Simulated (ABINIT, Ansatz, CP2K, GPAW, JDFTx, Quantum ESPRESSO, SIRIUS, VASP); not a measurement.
WC: programs and potentials compared

```
W C
1.0
     2.90650    0.00000    0.00000
    -1.45325    2.51710    0.00000
     0.00000    0.00000    2.83660
W C
1 1
Direct
  0.00000 0.00000 0.00000
  0.66667 0.33333 0.50000
```

Alike in all runs: task single point; functional PBEsol; k mesh 10 × 10 × 9; occupations fermi-dirac, width 0.05 eV; no spin polarisation; no spin-orbit coupling. Pressure is positive in compression and, in plane waves, holds the error of the finite cutoff, which Ansatz's Pulay term estimates and takes out.

| program and potentials | plane-wave cutoff (eV) | notes | pressure (GPa) |
| --- | --- | --- | --- |
| Ansatz, Ansatz PAW | 420 | potentials made for PBE, which Ansatz adapts in part; Pulay term of +0.30 GPa included | -3.49 |
| ABINIT, PseudoDojo NC SR PBEsol v0.4.1 standard | 1116 | - | -3.13 |
| GPAW, PAW data sets generated for this functional | 800 | - | -3.98 |
| Quantum ESPRESSO, GBRV 1.5 PBEsol | 762 | - | -2.60 |
| CP2K, POTENTIAL_UZH W GTH-PBE-q14, C GTH-PBE-q4; TZVP-MOLOPT-PBE-GTH basis | - | atomic basis; potentials made for PBE | -4.00 |
| Ansatz, all-electron LAPW, scalar-relativistic | - | - | -3.43 |
| JDFTx, PseudoDojo-SR-PBEsol-0.4.1-standard with smoothed tails | 1116 | - | -3.12 |
| SIRIUS, PseudoDojo 0.4.1 PBEsol standard (scalar relativistic) | 1127 | - | -3.12 |
| VASP, PBE PAW files C, W_sv, 520 eV | 520 | potentials made for PBE | -2.25 |

The pressure spans -4.00 (CP2K, POTENTIAL_UZH W GTH-PBE-q14, C GTH-PBE-q4; TZVP-MOLOPT-PBE-GTH basis) to -2.25 GPa (VASP, PBE PAW files C, W_sv, 520 eV), with all-electron results at -3.43. Rows in atomic bases carry the error of their basis and grid, which can be large.

The functional is the same throughout but for its coding, so the spread measures potentials, basis and numerics; runs on potential files found faulty are left out.
